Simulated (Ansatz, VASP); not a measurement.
# GaN in two plane-wave programs, part 3 of 3

Aim: how closely do two programs agree when they are given the same cell, functional and k mesh? The cell is taken from a series of runs on this material, whose earlier steps may have relaxed, scaled, displaced or heated it; both programs get it as it stands.

VASP 6.6.1 and Ansatz 0.2.0.

So far: The starting structure; Ansatz: zone-centre phonons, LDA, pair 1; VASP: zone-centre phonons, LDA, pair 1; Differences.

### 5. VASP: zone-centre phonons, LDA, pair 2

Level of this step: LDA; plane waves and PAW (N, Ga_d) (VASP).

Second derivatives magnify differences that forces hide, and they need a tight electronic threshold. The cell compared in this pair holds 21.43 Å³, against 21.10 Å³ for the pair before.

Contents of INCAR:

```
SYSTEM = GaN
PREC = Accurate
ENCUT = 600
EDIFF = 1E-08
NELM = 120
ISMEAR = 0
SIGMA = 0.01
LREAL = .FALSE.
ALGO = Normal
GGA = CA
NBANDS = 15
LORBIT = 11
LWAVE = .FALSE.
LCHARG = .FALSE.
ISIF = 2
IBRION = 8
LEPSILON = .TRUE.
LASPH = .TRUE.
GGA_COMPAT = .FALSE.
EFERMI = MIDGAP
KPAR = 2
```

Contents of POSCAR:

```
GaN
1.0
    0.0436379596      2.2266884204      2.2266884204
    2.2266884204      0.0436379596      2.2266884204
    2.2266884204      2.2266884204      0.0436379596
N Ga
1 1
Direct
    0.2483778883      0.2483778883      0.2483778883
    0.0016221117      0.0016221117      0.0016221117
```

Contents of KPOINTS:

```
Automatic mesh
0
Gamma
12 12 12
0 0 0
```

PAW data sets: N and Ga_d (LDA family, release 64).

Run with:

```console
$ mpirun -np 2 vasp_std
```

Numbers of over 12 decimals in the logs are rounded to 6 here.

Output:

```text
[... set-up lines as in an earlier step ...]
 entering main loop
       N       E                     dE             d eps       ncg     rms          rms(c)
DAV:   1     0.858903434218E+02    0.85890E+02   -0.10248E+04  6418   0.238E+03
DAV:   2    -0.998306013800E+01   -0.95873E+02   -0.89456E+02  6454   0.360E+02
DAV:   3    -0.159907817635E+02   -0.60077E+01   -0.59818E+01  6489   0.755E+01
DAV:   4    -0.160570019266E+02   -0.66220E-01   -0.66203E-01  6973   0.838E+00
[...]
DAV:  12    -0.139117849638E+02   -0.16783E-05   -0.14649E-05  6363   0.449E-02    0.491E-03
DAV:  13    -0.139117849681E+02   -0.43333E-08   -0.41191E-07  8304   0.130E-02    0.994E-04
DAV:  14    -0.139117849665E+02    0.15957E-08   -0.20553E-08  6180   0.138E-03
   1 F= -.13911785E+02 E0= -.13911785E+02  d E =0.000000E+00
 Linear response reoptimize wavefunctions to high precision
DAV:   1    -0.139117849663E+02    0.19554E-09   -0.34718E-09  6518   0.585E-04
DAV:   2    -0.139117849663E+02   -0.30468E-10   -0.17276E-10  3626   0.114E-04
 Linear response G [H, r] |phi>, progress :
  Direction:   1
[...]
RMM:  12    -0.230258386614E+00    0.50094E-08   -0.22329E-09 25657   0.205E-05    0.281E-07
 first order change of Fermi-energy  -0.64908E+00
 force on displaced ion       1 direction 1 : -14.579   0.185   0.185
 Born effective charge ion    1 direction 1 :  -2.611  -0.018  -0.018
 Linear response progress:
  Degree of freedom:   2/  2
       N       E                     dE             d eps       ncg     rms          rms(c)
RMM:   1    -0.163247651424E+00   -0.16325E+00    0.29967E-01 18162   0.942E+00
RMM:   2    -0.161019523145E+00    0.22281E-02   -0.36491E-02 28019   0.173E+00    0.578E-02
RMM:   3    -0.161249478510E+00   -0.22996E-03   -0.23999E-03 28216   0.401E-01    0.348E-02
RMM:   4    -0.160907538191E+00    0.34194E-03   -0.15894E-04 29676   0.111E-01    0.386E-03
[...]
RMM:  12    -0.160900657254E+00    0.18072E-07   -0.24265E-07 29737   0.467E-05    0.362E-07
RMM:  13    -0.160900640953E+00    0.16301E-07   -0.10195E-07 24785   0.315E-05    0.138E-07
RMM:  14    -0.160900636577E+00    0.43758E-08   -0.45222E-08 19741   0.251E-05    0.413E-08
 first order change of Fermi-energy   0.64995E+00
 force on displaced ion       2 direction 1 : -14.569   0.180   0.180
 Born effective charge ion    2 direction 1 :   2.610   0.018   0.018
 Born effective charges drift removed
 Linear response finished
```

Parts of OUTCAR (step 5):

```text
  Total        1.0514166      1.0514166      1.0514166     -0.4512506     -0.4512506     -0.4512506
  in kB       78.6019881     78.6019881     78.6019881    -33.7346731    -33.7346731    -33.7346731
  external PRESSURE =      78.6019881 kB  Pullay stress =       0.0000000 kB

 POSITION                                       TOTAL-FORCE (eV/Angst)
 -----------------------------------------------------------------------------------
      1.11696      1.11696      1.11696        -0.004962     -0.004962     -0.004962
      0.00729      0.00729      0.00729         0.004962      0.004962      0.004962
 -----------------------------------------------------------------------------------
    total drift:                               -0.000134     -0.000134     -0.000134

 MACROSCOPIC STATIC DIELECTRIC TENSOR (including local field effects in DFT)
 ------------------------------------------------------
           5.578075     0.070874     0.070874
           0.070874     5.578075     0.070874
           0.070874     0.070874     5.578075
 ------------------------------------------------------

 MACROSCOPIC STATIC DIELECTRIC TENSOR IONIC CONTRIBUTION
 ------------------------------------------------------
           3.951045     0.106183     0.106183
           0.106183     3.951045     0.106183
           0.106183     0.106183     3.951045
 ------------------------------------------------------

[... 1 part as in an earlier step ...]

[... 1 further part left out ...]
```

### 6. Ansatz: zone-centre phonons, LDA, pair 2

The same cell, functional (in two slightly different forms) and mesh now go to Ansatz, which takes its cutoff from its data sets.

The cell is taken from a series of runs on this material, whose earlier steps may have relaxed, scaled, displaced or heated it; both programs get it as it stands.

Contents of input.yaml:

```yaml
crystal:
  lattice:
    - [0.0436379596, 2.2266884204, 2.2266884204]
    - [2.2266884204, 0.0436379596, 2.2266884204]
    - [2.2266884204, 2.2266884204, 0.0436379596]
  atoms:
    - { symbol: "N", position: [0.2483778883, 0.2483778883, 0.2483778883] }
    - { symbol: Ga, position: [0.0016221117, 0.0016221117, 0.0016221117] }
kpoints:
  mp_grid: { grid: [12, 12, 12] }
hamiltonian:
  xc: lda
  pseudopotentials: { kind: paw, azcp: { folder: soft_1 }, xc_functional: pbe }
scf:
  occupations: { method: fixed }
output:
  eigenvalues: true
phonons:
  method: dfpt
  dielectric: true
  rigid_motions: translations
```

Run with:

```console
$ ansatz run input.yaml --threads 4 --pin off --max-ram 10240MiB --backend cpu --events-out ev --progress --plain --runs-dir out
```

Output:

```text
[...]
Crystal: 2 atoms, lattice volume = 21.431 Å³
Basis set: ecut = 420 eV, 411 PW (Γ), exchange–correlation on 48×48×48 points (8 copies of the dense FFT grid, shifted against one another)
Bands: 13, of which v1, the nominal top of the filled ones, is band 9 counted from 1 (8 counted from 0)
Symmetry: 6 space group operations
k-points: 476 of 1728 (irreducible under 2 space group operations, time reversal used)
[...]
optical modes at Γ + LO–TO along q̂ = [1.0000, 0.0000, 0.0000]:
      ω (cm⁻¹)  modes    IR ((D/Å)²/amu)
[...]
optical modes at Γ + LO–TO along q̂ = [0.0000, 1.0000, 0.0000]:
      ω (cm⁻¹)  modes    IR ((D/Å)²/amu)
[...]
757.64      1            13.5485
  optical modes at Γ + LO–TO along q̂ = [0.0000, 0.0000, 1.0000]:
      ω (cm⁻¹)  modes    IR ((D/Å)²/amu)
        574.21      1            13.7538
        581.75      1            13.3679
        757.64      1            13.5485
[key lines of the parts left out:]
SCF converged after 9 iterations
Free energy (F): -4082.060879 eV
Fermi energy:    10.379542 eV
```

### 7. Comparison

Compared:

| quantity | Ansatz | VASP | difference |
| --- | --- | --- | --- |
| ε∞ xx | 5.62 | 5.58 | +0.83 % |
| ε∞ yy | 5.62 | 5.58 | +0.83 % |
| ε∞ zz | 5.62 | 5.58 | +0.83 % |
| Born charge of N1 (mean of the diagonal) (e) | -2.62 | -2.61 | -0.01 |
| Born charge of Ga2 (mean of the diagonal) (e) | 2.62 | 2.61 | +0.01 |
| optical mode 1 (cm⁻¹) | 570.5 | 575.7 | -0.91 % |
| optical mode 2 to 3 (cm⁻¹) | 581.8 | 586.7 | -0.85 % |

Modes are paired by rising frequency, not by their patterns, so a pair may set unlike modes beside each other; they are those without the splitting of longitudinal modes.

### 8. Summary of results

- r.m.s. difference of the optical zone-centre modes, each program's sorted by frequency (zone-centre phonons, LDA, pair 1): 5.1 cm⁻¹
- difference in optical mode 1 (zone-centre phonons, LDA, pair 1): -0.9 %
- r.m.s. difference of the optical zone-centre modes, each program's sorted by frequency (zone-centre phonons, LDA, pair 2): 5.1 cm⁻¹
- difference in optical mode 1 (zone-centre phonons, LDA, pair 2): -0.9 %

**Reading.** The r.m.s. difference of the optical zone-centre modes, each program's sorted by frequency is 5.1 cm⁻¹ (zone-centre phonons, LDA, pair 1). Among the rows given in per cent, the largest difference of the zone-centre phonons, LDA, pair 1 pair is in optical mode 1, -0.9 %. Among the rows given in per cent, the largest difference of the zone-centre phonons, LDA, pair 2 pair is in optical mode 1, -0.9 %. Such differences can come from data sets, numerical settings and the points named under the comparisons, not from the functional's error against experiment.

[Lines on the potential files, build, host, timing and source positions are cut from VASP's logs without a mark.]

[Logs are printed without paths, hosts, clocks, repeated set-up lines and the standing remarks that a program may print on its own settings, such as how far it seeks lower states.]

[Hosts, paths, dates, database ids (printed as entryN), source tags and the programs' standing remarks are cut or masked in the printed files.]
